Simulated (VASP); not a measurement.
# FeSi2 (Linzhiite) (P4/mmm) in VASP: electric field gradients with r2SCAN

Aim: the electric field gradients of FeSi2 (Linzhiite) with r2SCAN.

All numbers are computed with VASP 6.6.1; they aren't measurements. Logs are shortened: lines on timing, memory, paths and dates and some standing lists are left out, and cuts for length are marked.

### 1 Starting point

It takes space group P4/mmm (No. 123, tetragonal). Conventional cell: a = 2.684 Å, b = 2.684 Å, c = 5.128 Å, α = 90.00°, β = 90.00°, γ = 90.00°. Fe (site symmetry 4/mmm) has 8 Si at 2.35 Å and 4 Fe at 2.68 Å as nearest neighbours. Around Si (site symmetry 4mm) lie 4 Fe at 2.35 Å and 5 Si at 2.36 to 2.68 Å.

### 2 Electric field gradients, r2SCAN, collinear spin, ferromagnetic start

INCAR reads:

```
SYSTEM = FeSi2
  ALGO = Normal
  EDIFF = 1E-7
  ENCUT = 520
  ISIF = 2
  ISMEAR = -1
  ISPIN = 2
  LASPH = .TRUE.
  LCHARG = .FALSE.
  LEFG = .TRUE.
  LMAXMIX = 4
  LMIXTAU = .TRUE.
  LORBIT = 11
  LREAL = .FALSE.
  LWAVE = .FALSE.
  MAGMOM = 2.5 0 0
  METAGGA = R2SCAN
  NELM = 100
  PREC = Accurate
  SIGMA = 0.05
```

KPOINTS reads:

```
k-points
0
G
  12 12 7
  0 0 0
```

POSCAR reads:

```
FeSi2
1.0
    2.6840000000      0.0000000000      0.0000000000
    0.0000000000      2.6840000000      0.0000000000
    0.0000000000      0.0000000000      5.1280000000
Fe Si
1 2
Direct
    0.0000000000      0.0000000000      0.0000000000
    0.5000000000      0.5000000000      0.2700000000
    0.5000000000      0.5000000000      0.7300000000
```

Potentials or basis: VASP PAW PBE potentials, release 64 (Fe, Si).

On the command line:

```
$ cat potpaw_PBE.64/Fe/POTCAR potpaw_PBE.64/Si/POTCAR > POTCAR
$ mpirun -np 1 vasp_std > vasp.out
```

OUTCAR:

```text
SYSTEM = FeSi2
   EDIFF = 1E-7
   ENCUT = 520
   ISIF = 2
   ISMEAR = -1
   ISPIN = 2
   LASPH = .TRUE.
   LORBIT = 11
   LREAL = .FALSE.
   METAGGA = R2SCAN
   NELM = 100
   PREC = Accurate

 ion  position               nearest neighbor table
   1  0.000  0.000  0.000-   2 2.35   3 2.35   2 2.35   3 2.35   2 2.35   3 2.35   2 2.35   3 2.35

   2  0.500  0.500  0.270-   1 2.35   1 2.35   1 2.35   1 2.35   3 2.36   3 2.77
   3  0.500  0.500  0.730-   1 2.35   1 2.35   1 2.35   1 2.35   2 2.36   2 2.77

  LATTYP: Found a simple tetragonal cell.
 ALAT       =     2.6840000000
 C/A-ratio  =     1.9105812221

  Lattice vectors:

 A1 = (   2.6840000000,   0.0000000000,   0.0000000000)
 A2 = (   0.0000000000,   2.6840000000,   0.0000000000)
 A3 = (   0.0000000000,   0.0000000000,   5.1280000000)

Analysis of symmetry for initial positions (statically):
=====================================================================
 Subroutine PRICEL returns:
 Original cell was already a primitive cell.

 Routine SETGRP: Setting up the symmetry group for a
 simple tetragonal supercell.

 Subroutine GETGRP returns: Found 16 space group operations
 (whereof 16 operations were pure point group operations)
 out of a pool of 16 trial point group operations.

The static configuration has the point symmetry D_4h.

Analysis of symmetry for dynamics (positions and initial velocities):
=====================================================================
 Subroutine PRICEL returns:
 Original cell was already a primitive cell.

 Routine SETGRP: Setting up the symmetry group for a
 simple tetragonal supercell.

 Subroutine GETGRP returns: Found 16 space group operations
 (whereof 16 operations were pure point group operations)
 out of a pool of 16 trial point group operations.

The dynamic configuration has the point symmetry D_4h.

Analysis of structural, dynamic, and magnetic symmetry:
=====================================================================
 Subroutine PRICEL returns:
 Original cell was already a primitive cell.

 Routine SETGRP: Setting up the symmetry group for a
 simple tetragonal supercell.

 Subroutine GETGRP returns: Found 16 space group operations
 (whereof 16 operations were pure point group operations)
 out of a pool of 16 trial point group operations.

The overall configuration has the point symmetry D_4h.

 Subroutine INISYM returns: Found 16 space group operations
 (whereof 16 operations are pure point group operations),
 and found     1 'primitive' translations

----------------------------------------------------------------------------------------

                                     Primitive cell

  volume of cell :      36.9414

  direct lattice vectors                    reciprocal lattice vectors
     2.684000000  0.000000000  0.000000000     0.372578241  0.000000000  0.000000000
     0.000000000  2.684000000  0.000000000     0.000000000  0.372578241  0.000000000
     0.000000000  0.000000000  5.128000000     0.000000000  0.000000000  0.195007800

  length of vectors
     2.684000000  2.684000000  5.128000000     0.372578241  0.372578241  0.195007800

  position of ions in fractional coordinates (direct lattice)
     0.000000000  0.000000000  0.000000000
     0.500000000  0.500000000  0.270000000
     0.500000000  0.500000000  0.730000000

  ion indices of the primitive-cell ions
   primitive index   ion index
                 1           1
                 2           2
                 3           3

----------------------------------------------------------------------------------------

 KPOINTS: k-points

Automatic generation of k-mesh.
 Grid dimensions read from file:
 generate k-points for:   12   12    7

 Generating k-lattice:

  Cartesian coordinates                     Fractional coordinates (reciprocal lattice)
     0.031048187  0.000000000  0.000000000     0.083333333  0.000000000  0.000000000
     0.000000000  0.031048187  0.000000000     0.000000000  0.083333333  0.000000000
[... 92 lines left out ...]
 maximum number of plane-waves:      1012
 NGX is ok and might be reduce to    20
   NGX =  9   NGY =  9   NGZ = 19

 number of electron      15.9999999 magnetization       0.1550429

 Free energy of the ion-electron system (eV)
  ---------------------------------------------------
  ext. energy  EPLUGINS =         0.00000000
  ---------------------------------------------------
  free energy    TOTEN  =       -32.56367659 eV

  energy without entropy =      -32.55626927  energy(sigma->0) =      -32.55997293

 E-fermi :  10.0457     XC(G=0): -12.7958

 val. band max:       10.0432602470   @ k =   0.5000   0.5000   0.2857
 cond. band min:      10.0524233853   @ k =   0.5000   0.0833   0.0000
 fundamental gap:      0.0091631382
 Fermi energy:        10.0457326443

 spin component 1

 k-point     1 :       0.0000    0.0000    0.0000
  band No.  band energies     occupation
      1      -4.7194      1.00000
      2       0.3097      1.00000
      3       1.5730      1.00000
      4       6.1941      1.00000
      5       8.2080      1.00000
      6       8.3141      1.00000
      7       8.3141      1.00000
      8       9.0997      1.00000
      9      14.8780      0.00000
     10      14.8780      0.00000
     11      16.9055      0.00000
     12      17.4982      0.00000
     13      18.2785      0.00000
[... 356 lines left out ...]
      2       3.9237      1.00000
      3       4.0937      1.00000
      4       5.1620      1.00000
      5       5.4254      1.00000
      6       7.2430      1.00000
      7       8.1533      1.00000
      8       9.7813      0.99497
      9      10.4778      0.00018
     10      12.0112      0.00000
     11      12.1318      0.00000
     12      13.7305      0.00000
     13      14.3144      0.00000

 [... further k-points ...]

 spin component 2

 k-point     1 :       0.0000    0.0000    0.0000
  band No.  band energies     occupation
      1      -4.7400      1.00000
      2       0.2760      1.00000
      3       1.5875      1.00000
      4       6.6379      1.00000
      5       8.4161      1.00000
      6       8.4491      1.00000
      7       8.4491      1.00000
      8       9.1616      1.00000
      9      14.8594      0.00000
     10      14.8594      0.00000
     11      16.8966      0.00000
     12      17.6228      0.00000
     13      18.3196      0.00000
[... 356 lines left out ...]
      2       3.9398      1.00000
      3       4.1014      1.00000
      4       5.1812      1.00000
      5       5.4750      1.00000
      6       7.2401      1.00000
      7       8.3528      1.00000
      8      10.3019      0.00592
      9      10.5595      0.00003
     10      12.0945      0.00000
     11      12.1513      0.00000
     12      13.8382      0.00000
     13      14.3533      0.00000

 [... further k-points ...]

------------------------ aborting loop because EDIFF is reached ----------------------------------------

  FORCE on cell =-STRESS in cart. coord.  units (eV):
  Direction    XX          YY          ZZ          XY          YZ          ZX
  --------------------------------------------------------------------------------------
  -------------------------------------------------------------------------------------
  Total       -0.0134413     -0.0134413     -0.5766595      0.0000000      0.0000000     -0.0000000
  in kB       -0.5829587     -0.5829587    -25.0101915      0.0000000      0.0000000     -0.0000000
  external PRESSURE =      -8.7253697 kB  Pullay stress =       0.0000000 kB

 VOLUME and BASIS-vectors are now :
 -----------------------------------------------------------------------------
  energy-cutoff  :      520.00
  volume of cell :       36.94
      direct lattice vectors                 reciprocal lattice vectors
     2.684000000  0.000000000  0.000000000     0.372578241  0.000000000  0.000000000
     0.000000000  2.684000000  0.000000000     0.000000000  0.372578241  0.000000000
     0.000000000  0.000000000  5.128000000     0.000000000  0.000000000  0.195007800

 POSITION                                       TOTAL-FORCE (eV/Angst)
 -----------------------------------------------------------------------------------
      0.00000      0.00000      0.00000        -0.000000     -0.000000      0.000000
      1.34200      1.34200      1.38456        -0.000000     -0.000000      0.167242
      1.34200      1.34200      3.74344         0.000000      0.000000     -0.167242
 -----------------------------------------------------------------------------------
    total drift:                                0.000000      0.000000     -0.000000

  FREE ENERGIE OF THE ION-ELECTRON SYSTEM (eV)
  ---------------------------------------------------
  free  energy   TOTEN  =       -32.5636765854 eV

  energy  without entropy=      -32.5562692747  energy(sigma->0) =      -32.55997293

 Electric field gradients (V/A^2)
---------------------------------------------------------------------
 ion       V_xx      V_yy      V_zz      V_xy      V_xz      V_yz
---------------------------------------------------------------------
   1      26.990    26.990   -53.980     0.000    -0.000     0.000
   2      14.149    14.149   -28.298    -0.000    -0.000    -0.000
   3      14.149    14.149   -28.298    -0.000    -0.000    -0.000
---------------------------------------------------------------------

 Electric field gradients after diagonalization (V/A^2)
 (convention: |V_zz| > |V_xx| > |V_yy|)
----------------------------------------------------------------------
 ion       V_xx      V_yy      V_zz     asymmetry (V_yy - V_xx)/ V_zz
----------------------------------------------------------------------
   1      26.990    26.990   -53.980       0.000
   2      14.149    14.149   -28.298       0.000
   3      14.149    14.149   -28.298       0.000
----------------------------------------------------------------------

           NMR quadrupolar parameters

 Cq : quadrupolar parameter    Cq=e*Q*V_zz/h
 eta: asymmetry parameters     (V_yy - V_xx)/ V_zz
 Q  : nuclear electric quadrupole moment in mb (millibarn)
----------------------------------------------------------------------
 ion       Cq(MHz)       eta       Q (mb)
----------------------------------------------------------------------
   1      -0.131       0.000       1.000
   2      -0.068       0.000       1.000
   3      -0.068       0.000       1.000
----------------------------------------------------------------------

 total charge

# of ion       s       p       d       tot
------------------------------------------
    1        0.473   0.731   6.685   7.889
    2        0.723   0.909   0.000   1.632
    3        0.723   0.909   0.000   1.632
--------------------------------------------------
tot          1.918   2.549   6.685  11.152

 magnetization (x)

# of ion       s       p       d       tot
------------------------------------------
    1       -0.001  -0.006   0.186   0.179
    2       -0.001  -0.004   0.000  -0.005
    3       -0.001  -0.004   0.000  -0.005
--------------------------------------------------
tot         -0.004  -0.014   0.186   0.168
```

Wall time 5.6 min (1 thread of Intel Xeon Platinum 8259CL at 2.50GHz (Skylake/Cascade Lake), shared host); peak memory 0.23 GiB.

Results:

```
Free energy                                           : -32.5637 eV
Pressure                                              : -0.9 GPa
Largest force                                         : 0.167 eV/Å
Band gap on the k mesh                                : none (metal or under the smearing width)
Net moment                                            : 0.16 μB per cell
Site moments                                          : Fe +0.18; Si -0.01 μB
Valence electrons inside the program's atomic spheres : Fe 7.89; Si 1.63
```

Forces in eV/Å, atoms in the order of the input:
```
Fe   0.000  0.000  0.000
Si   0.000  0.000  0.167
Si   0.000  0.000 -0.167
```

Levels at points of the mesh, in eV from the Fermi level:
Spin up:
| k point | band 6 | band 7 | band 8 | band 9 | band 10 | band 11 |
| --- | --- | --- | --- | --- | --- | --- |
| (0.00, 0.00, 0.00) | -1.73 | -1.73 | -0.95 | 4.83 | 4.83 | 6.86 |
| (0.50, 0.00, 0.00) | -3.37 | -2.41 | -1.31 | 0.01 | 1.45 | 2.40 |
| (0.50, 0.50, 0.00) | -3.51 | -2.42 | 0.00 | 0.82 | 2.74 | 3.11 |
Spin down:
| k point | band 6 | band 7 | band 8 | band 9 | band 10 | band 11 |
| --- | --- | --- | --- | --- | --- | --- |
| (0.00, 0.00, 0.00) | -1.60 | -1.60 | -0.88 | 4.81 | 4.81 | 6.85 |
| (0.50, 0.00, 0.00) | -3.10 | -2.37 | -1.16 | 0.40 | 1.56 | 2.66 |
| (0.50, 0.50, 0.00) | -3.51 | -2.27 | 0.68 | 0.79 | 2.87 | 3.13 |

Electric field gradients, principal values (V/Å²):
| atom | Vxx | Vyy | Vzz |
| --- | --- | --- | --- |
| 1 Fe | 26.990 | 26.990 | -53.980 |
| 2 Si | 14.149 | 14.149 | -28.298 |
| 3 Si | 14.149 | 14.149 | -28.298 |

Caveat: the PAW data sets were made with another functional, which shifts forces and pressure a little.
